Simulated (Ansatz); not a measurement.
# ZnO (P6_3mc): equation of state

One table from this session's results is given with a row withheld; the runs are named, their logs left out.

Method: DFT PBE, scalar-relativistic, plane waves, PAW, in Ansatz 0.2.0.

## The structure to begin with

Symmetry: P6_3mc, No. 186, hexagonal system. Conventional cell: a = 3.279 Å, b = 3.279 Å, c = 5.293 Å, α = 90.00°, β = 90.00°, γ = 120.00°. Around Zn (site symmetry 3m) lie 4 O at 2.00 to 2.01 Å. Around O (site symmetry 3m) lie 4 Zn at 2.00 to 2.01 Å.

Coordinates:

```
CELL_PARAMETERS angstrom
3.27944 0.00000 0.00000
-1.63972 2.84008 0.00000
0.00000 0.00000 5.29346
ATOMIC_POSITIONS crystal
Zn 0.33333 0.66667 0.00151
Zn 0.66667 0.33333 0.50151
O 0.33333 0.66667 0.38059
O 0.66667 0.33333 0.88059
```

This cell comes from an earlier session at PBE: 12.326 Å³/atom at 0.01 GPa, on a 12×12×8 mesh.

Volume factors to run: 0.980, 1.020, 0.960, 1.040.

Set-up of the first run:

File input.yaml:

```yaml
crystal:
  lattice:
    - [3.2574297768, 0.0, 0.0]
    - [-1.6287148884, 2.8210169377, 0.0]
    - [0.0, 0.0, 5.2579301843]
  atoms:
    - { symbol: Zn, position: [0.3333333333, 0.6666666667, 0.0015089684] }
    - { symbol: Zn, position: [0.6666666667, 0.3333333333, 0.5015089684] }
    - { symbol: O, position: [0.3333333333, 0.6666666667, 0.3805910316] }
    - { symbol: O, position: [0.6666666667, 0.3333333333, 0.8805910316] }
basis:
  ecutwfc: 420
  ecutrho_ratio: 4
kpoints:
  mp_grid: { grid: [12, 12, 8] }
hamiltonian:
  xc: pbe
scf:
  occupations: { method: gaussian, width: 0.05 }
output:
  forces: true
  stress: true
  eigenvalues: true
relax:
  f_tol: 0.01
  max_steps: 40
  cell: { stress_tol: 0.1, fix: [volume] }
```

Launch:

```
> ansatz run input.yaml --threads 2 --pin off --max-ram 2662MiB --backend cpu --events-out ev --progress --plain --runs-dir out
```

Among the steps run: Scaling the volume by 0.980; At 1.020 of the relaxed volume; Volume × 0.960; Volume × 1.040.

One of the session's tables, all rows but one given; the rest of the session is left out.

It belongs to the step «The fit». 

```
volume (Å³/atom)  energy (meV/atom)  pressure (GPa)  gap (eV)
          11.833               8.57            5.77      0.80
          12.079               2.07            2.73      0.77
          12.326               0.00            0.01      0.74
          12.572                  ?               ?         ?
          12.819               7.37           -4.63      0.69
```

**Question.** Estimate the row for volume (Å³/atom) = 12.572.

Worked estimate for «energy (meV/atom)». A straight line through the neighbours (12.326, 0.00) and (12.819, 7.37) gives 0.00 + (7.37 − 0.00) × (12.572 − 12.326) / (12.819 − 12.326) = 3.68; a parabola fitted to 3 rows on both sides gives 1.76.

As computed: energy (meV/atom): 1.91; pressure (GPa): -2.44; gap (eV): 0.71. In «energy (meV/atom)» the line misses by +1.77 and the parabola by -0.15.
